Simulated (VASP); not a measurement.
Here is a VASP 6.6.1 calculation.

INCAR

```
ALGO     = Normal         # electronic algorithm
EDIFF    = 1E-6           # SCF threshold, eV
ENCUT    = 520            # plane-wave cutoff, eV
GGA      = PE             # functional
ISIF     = 2              # what is computed and relaxed
ISMEAR   = 0              # smearing method
LASPH    = T              # aspherical terms in the spheres
LCHARG   = T              # write CHGCAR
LELF     = T              # ELF
LREAL    = F              # projectors in reciprocal space
LVHAR    = T            
LWAVE    = F              # write WAVECAR
NBANDS   = 34             # bands
NELM     = 100            # most SCF steps
PREC     = Accurate       # precision mode
SIGMA    = 0.1            # smearing width, eV
```

Contents of KPOINTS:

```
k-points
0
Gamma
  6 6 4
```

File POSCAR:

```
Ga
1.0
    4.4560275272      0.0000000000      0.0000000000
   -2.2280137636      3.8590330385      0.0000000000
    0.0000000000      0.0000000000      5.2972661747
Ga
4
Direct
    0.0000000000      0.0000000000      0.2500000000
    0.0000000000      0.0000000000      0.7500000000
    0.3333333333      0.6666666667      0.7500000000
    0.6666666667      0.3333333333      0.2500000000
```

Potentials or basis: VASP PAW PBE potentials, release 64 (Ga_d).

Launch:

```console
$ cat potpaw_PBE.64/Ga_d/POTCAR > POTCAR
$ mpirun -np 1 vasp_std > vasp.out
```

Question: What does it give for the band gap on the k mesh?

Answer: None (metal or under the smearing width).

Question: Predict the pressure.

Answer: 0.3 GPa.

Stress tensor (GPa, compression positive):
```
0.36 0.00 0.00
0.00 0.36 0.00
0.00 0.00 0.04
```
